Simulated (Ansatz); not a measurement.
Ba: an elastic constant from a strain scan

Theory: Ansatz, DFT PBE, scalar-relativistic, plane waves, PAW. Settings: plane waves to 420 eV, k-mesh 14×14×14 (Γ-centred), Gaussian smearing 0.15 eV. No spin polarisation. Energies are free energies at this smearing, counted from the undisturbed cell; pressure is positive in compression.

The undisturbed cell (as given, not relaxed at this level; it stands at 0.1 GPa):

```yaml
crystal:
  lattice:
    - [-2.50000, 2.50000, 2.50000]
    - [2.50000, -2.50000, 2.50000]
    - [2.50000, 2.50000, -2.50000]
  atoms:
    - { symbol: Ba, position: [0.00000, 0.00000, 0.00000] }
```

The cell is strained by ε times the Voigt pattern (1, 0, 0, 0, 0, 0) (xx, yy, zz, yz, xz, xy; engineering shear) with fractional coordinates fixed. The cell holds 1 atom in V0 = 62.50 Å³. The stress column is τ = (1/V0) dE/dε, got from the stress tensor σ (compression positive) at each point as −det(1 + εP) σ : P(1 + εP)⁻¹, with P the pattern as a tensor.

```csv
ε,ΔE (meV/atom),τ (GPa)
-0.0400,5.868,-0.663
-0.0300,3.577,-0.513
-0.0200,1.857,-0.371
-0.0100,0.676,-0.237
0.0000,0.000,-0.111
0.0100,-0.203,0.006
0.0200,0.037,0.115
0.0300,0.687,0.217
0.0350,1.157,0.265
0.0400,?,?
```

Question: Which combination of elastic constants does this scan measure, and how large is it?

Answer: For small ε, τ = τ0 + Kε with K = pᵀCp, which for this pattern is C11 in the cubic axes. The parabola through τ at ε = -0.0100, 0 and 0.0100 has slope K = 12.1 GPa at zero. The energies per cell, E = NΔE, of the same two points give K = 2[E(ε₊)/ε₊ − E(ε₋)/ε₋]/[(ε₊ − ε₋)V0] = 12.1 GPa, in agreement.

Question: Predict the withheld row at ε = 0.0400 from the harmonic law, and compare.

Answer: ΔE = V0(τ0 ε + Kε²/2)/N = 2.051 meV/atom and τ = 0.37 GPa. The calculation gives 1.720 meV/atom and 0.31 GPa: the energy lies 16 % below the harmonic value, as bonds soften when stretched.

In a metal these slopes depend on the k mesh and the smearing.